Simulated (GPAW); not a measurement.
Crystal: SiC (Moissanite).

```xyz
4
Lattice="3.0760 0.0000 0.0000 -1.5380 2.6639 0.0000 0.0000 0.0000 5.0480" Properties=species:S:1:pos:R:3 pbc="T T T"
Si    1.5380    0.8880    2.5240
Si    0.0000    1.7759    0.0000
C     1.5380    0.8880    4.4675
C     0.0000    1.7759    1.9435
```

Base run:

| Item | Value |
| --- | --- |
| Program | GPAW 26.7.0 |
| Functional | MS2 |
| Potentials or basis | GPAW PAW data sets (gpaw-data 1.2.1) |
| Cutoff | 800 eV |
| Basis | pw |
| k mesh | 7 × 7 × 4 |
| Occupations | fermi-dirac, width 0.05 eV |
| Spin | no spin polarisation |

Its results: pressure 1.4 GPa; largest force 0.817 eV/Å.

Question: The run is repeated on the same cell with these changes: functional from MS2 to PBE; cutoff from 800 eV to 600 eV; k mesh from 7 × 7 × 4 to 8 × 8 × 4. What comes out?

Answer: Pressure 5.2 GPa; largest force 0.770 eV/Å.

Several settings changed at once, so the effect can't be laid on one alone.

Caveats: the PAW data sets were made with another functional, which shifts forces and pressure a little (some runs); the cutoff is short for stress and forces, so pressures can be off by a GPa or more (some runs).
